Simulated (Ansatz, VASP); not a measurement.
# ZnSi53N72 (Zn_Si): VASP beside Ansatz, part 2 of 2

Wanted: the spread between two codes on one cell, functional and k mesh. The structure shown is the start of the Ansatz relaxation below; VASP solves that cell, so the two are compared at the walk's first step.

VASP 6.6.1 and Ansatz 0.2.0.

So far: Set-up; Ansatz: relaxation, PBEsol.

### 3. VASP: single point, PBEsol, start cell

Level of this step: PBEsol, spin-polarised from a ferromagnetic start; plane waves and PAW (Si, N, Zn) (VASP).

The same cell, functional and mesh now go to VASP, with its own data sets.

Lines of VASP's logs that name or quote its potential files are left out, and so is its time.

Contents of INCAR:

```
SYSTEM = ZnSi53N72
PREC = Accurate
ENCUT = 520
EDIFF = 1E-06
NELM = 200
ISMEAR = 0
SIGMA = 0.01
LREAL = Auto
ALGO = Normal
GGA = PS
NBANDS = 384
ISPIN = 2
MAGMOM = -0 0 0 -0 -0 -0 -0 -0 -0 -0 0 -0 -0 0 -0 -0 -0 -0 0 0 -0 -0 0 -0 -0 0 -0 -0 -0 -0 -0 0 -0 -0 -0 -0 0 0 0 -0 0 -0 -0 0 -0 0 -0 -0 0 -0 -0 -0 -0 0.01 0.08 0 0.04 0 0.01 0.01 0.01 0 0 0.02 0 0 0.01 0 0 0.01 0 0.01 0 0 0 0.01 0.01 0 0.32 0 0.03 0 0.01 0.16 0 0.01 0 0.1 0 0.01 0.02 0 0 0.01 0.01 0.02 0 0.01 0 0.01 0.01 0.01 0.08 0 0.03 0 0.01 0.01 0.01 0 0 0.1 0 0.01 0.02 0 0 0.01 0 0.02 0 0.01 0 0.01 0.01 0.06
LORBIT = 11
LWAVE = .FALSE.
LCHARG = .FALSE.
ISIF = 2
ISYM = 0
NUPDOWN = 2
LASPH = .TRUE.
GGA_COMPAT = .FALSE.
NCORE = 4
```

Contents of POSCAR:

```
ZnSi53N72
1.0
   11.4366858822      6.6029736727      0.0000000000
  -11.4366858822      6.6029736727      0.0000000000
    0.0000000000      0.0000000000      8.7307673276
Si N Zn
53 72 1
Direct
    0.0209995578      0.8101338484      0.2467392520
    0.3489475237      0.4707699655      0.2525077026
[... 7 atom lines left out ...]
    0.1902782901      0.2113203125      0.2539485840
[... 3 atom lines left out ...]
    0.4520209509      0.3100844654      0.2470641948
[... 7 atom lines left out ...]
    0.5439343383      0.6818023375      0.4164493066
[... 1 atom line left out ...]
    0.1404581180      0.4545145708      0.4110408473
[... 2 atom lines left out ...]
    0.1915766561      0.2103910226      0.5878946039
    0.5261767358      0.8829665473      0.5846002772
[... 1 atom line left out ...]
    0.1231243791      0.6500368136      0.5794880118
    0.4545755132      0.3133648499      0.5778823110
[... 2 atom lines left out ...]
    0.6488138535      0.5307978466      0.4188501265
    0.9765592053      0.1905815985      0.4187480737
[... 1 atom line left out ...]
    0.3512339630      0.4734694615      0.9217554080
[... 2 atom lines left out ...]
    0.5443453144      0.6822168985      0.7524531068
[... 1 atom line left out ...]
    0.1385278169      0.4566135838      0.7506479962
[... 2 atom lines left out ...]
    0.1963697549      0.2164225921      0.9196372665
[... 3 atom lines left out ...]
    0.4552663467      0.3113013015      0.9185974954
[... 2 atom lines left out ...]
    0.6514651146      0.5291841484      0.7509665249
    0.9786000972      0.1895862961      0.7473070528
[... 1 atom line left out ...]
    0.3371131332      0.3355036634      0.2528463899
[... 4 atom lines left out ...]
    0.2140868539      0.4547146921      0.2546602053
[... 3 atom lines left out ...]
    0.4225719499      0.5496634880      0.0855338336
[... 5 atom lines left out ...]
    0.5453617234      0.7578727625      0.2551613067
[... 5 atom lines left out ...]
    0.5756986987      0.4561791094      0.2474241861
[... 2 atom lines left out ...]
    0.3346488901      0.3303808704      0.5832483915
[... 1 atom line left out ...]
    0.9998456355      0.3369603416      0.4178346373
[... 1 atom line left out ...]
    0.6673714788      0.6633736423      0.4179079413
    0.2168491222      0.4583616572      0.5797238444
[... 3 atom lines left out ...]
    0.4202192716      0.5456494893      0.4131176407
[... 1 atom line left out ...]
    0.1208635584      0.5753291311      0.4118276052
    0.4551516632      0.2393526961      0.4137503457
[... 1 atom line left out ...]
    0.2094169148      0.0900843551      0.5776908043
    0.5453188199      0.7612788477      0.5831367174
[... 1 atom line left out ...]
    0.1165704225      0.2076029131      0.4131605923
[... 3 atom lines left out ...]
    0.5800799175      0.4564448877      0.5856070616
[... 2 atom lines left out ...]
    0.3357809024      0.3368684553      0.9198752754
[... 1 atom line left out ...]
    0.9960113314      0.3298044459      0.7496680136
[... 1 atom line left out ...]
    0.6681888396      0.6673273138      0.7553663673
    0.2105399407      0.4578913176      0.9167890633
[... 3 atom lines left out ...]
    0.4202331465      0.5473559000      0.7513842431
[... 1 atom line left out ...]
    0.1195531630      0.5732890664      0.7475211233
    0.4570368729      0.2398249091      0.7479236080
[... 2 atom lines left out ...]
    0.5429041551      0.7550410473      0.9115312207
[... 1 atom line left out ...]
    0.1184579975      0.2128707505      0.7485182865
[... 3 atom lines left out ...]
    0.5795787257      0.4543025736      0.9127949126
[... 1 atom line left out ...]
    0.3555489268      0.4740544112      0.5877510885
```

Contents of KPOINTS:

```
Points of the shifted mesh
1
Reciprocal
 0.2500000000  0.2500000000  0.2500000000 1
```

The projector-augmented-wave data sets are Si, N and Zn (PBE family, release 64).

Run with:

```
> mpirun -np 16 vasp_std
```

Numbers of over 12 decimals in the logs are rounded to 6 here.

Output:

```text
[banner, memory and clock lines left out]
running   16 mpi-ranks, on    1 nodes
[...]
|                                                                             |
|               ----> ADVICE to this user running VASP <----                  |
|                                                                             |
|     You enforced a specific xc type in the INCAR file but a different       |
|     [... a line on the potential file left out ...]
|     I HOPE YOU KNOW WHAT YOU ARE DOING!                                     |
|                                                                             |

 LDA part: xc-table for (Slater+PW92), standard interpolation
 POSCAR, INCAR and KPOINTS ok, starting setup
[...]
entering main loop
       N       E                     dE             d eps       ncg     rms          rms(c)
DAV:   1     0.309007255686E+04    0.30901E+04   -0.28481E+05  1544   0.143E+03
DAV:   2    -0.843139653665E+03   -0.39332E+04   -0.37458E+04  1848   0.318E+02
DAV:   3    -0.119825196708E+04   -0.35511E+03   -0.35024E+03  1840   0.103E+02
DAV:   4    -0.121002018594E+04   -0.11768E+02   -0.11700E+02  1864   0.212E+01
[...]
DAV:  33    -0.106673558360E+04    0.55824E-06   -0.54166E-05  2248   0.107E-02    0.223E-02
DAV:  34    -0.106673558677E+04   -0.31717E-05   -0.36821E-06  1376   0.584E-03    0.185E-02
DAV:  35    -0.106673558682E+04   -0.48516E-07   -0.58245E-06  1424   0.477E-03
   1 F= -.10667356E+04 E0= -.10667343E+04  d E =-.251604E-02  mag=     2.0000
```

From OUTCAR (step 3):

```text
 magnetization (x)
# of ion       s       p       d       tot
------------------------------------------
    1       -0.000   0.000   0.000  -0.000
    2       -0.001  -0.002   0.000  -0.002
    3       -0.000  -0.000   0.000  -0.000
    4       -0.000  -0.000   0.000  -0.000
    5       -0.000  -0.000   0.000  -0.001
    6       -0.000  -0.000   0.000  -0.000
[...]
124        0.000   0.010   0.000   0.010
  125        0.000   0.002   0.000   0.002
  126       -0.006   0.015   0.175   0.184
--------------------------------------------------
tot          0.035   1.251   0.175   1.462
```

The run ends at a pressure of 2.57 GPa, with forces up to 6.3 eV/Å.

### 4. Side by side

Known differences besides the potentials themselves: VASP starts from the moments at which Ansatz ended; fixed occupations in Ansatz, narrow Gaussian smearing in VASP; the cutoff is 420 eV in Ansatz and 520 eV in VASP (PREC = Accurate, projectors in real space); Ansatz makes its cores anew for this functional, VASP keeps those of its PBE data sets. Total energies have different zeros and are not compared.

Forces on 7 of the 126 atoms, those with the largest forces and the largest differences (eV/Å; atoms numbered as in POSCAR):

| atom | Ansatz x, y, z | VASP x, y, z |
| --- | --- | --- |
| Si20 | 1.550, -0.337, 3.552 | 1.558, -0.339, 3.565 |
| Si33 | -0.365, 2.835, -1.126 | -0.361, 2.852, -1.123 |
| Si36 | 0.169, 0.017, -3.349 | 0.164, 0.027, -3.369 |
| N79 | 2.303, -2.917, -0.150 | 2.367, -2.975, -0.123 |
| N84 | -4.830, -3.745, 0.340 | -4.934, -3.822, 0.338 |
| N88 | 0.158, 2.746, -2.952 | 0.155, 2.781, -2.998 |
| N112 | 0.176, 2.710, 5.360 | 0.171, 2.797, 5.477 |

The forces differ by 16 meV/Å r.m.s., which is 1.3 % of the r.m.s. force of 1.196 eV/Å (both taken over all components). Moments aren't recorded for both runs of this pair, so they may hold unlike magnetic states.

### 5. What came out

```yaml
r_m_s_force_difference_single_point_pbesol_start_cell: 1.3 % of the r.m.s. force
```

In words: The r.m.s. force difference is 1.3 % of the r.m.s. force (single point, PBEsol, start cell), within the 3 % picked in this series as the mark of a large difference. 1 further run of this series is not shown here. How closely two codes agree says nothing of how well the functional describes the real material.

[Lines on the potential files, build, host, timing and source positions are cut from VASP's logs without a mark.]

[Logs are printed without paths, hosts, clocks, repeated set-up lines and the standing remarks that a program may print on its own settings, such as how far it seeks lower states.]

[Hosts, paths, dates, database ids (printed as entryN), source tags and the programs' standing remarks are cut or masked in the printed files.]
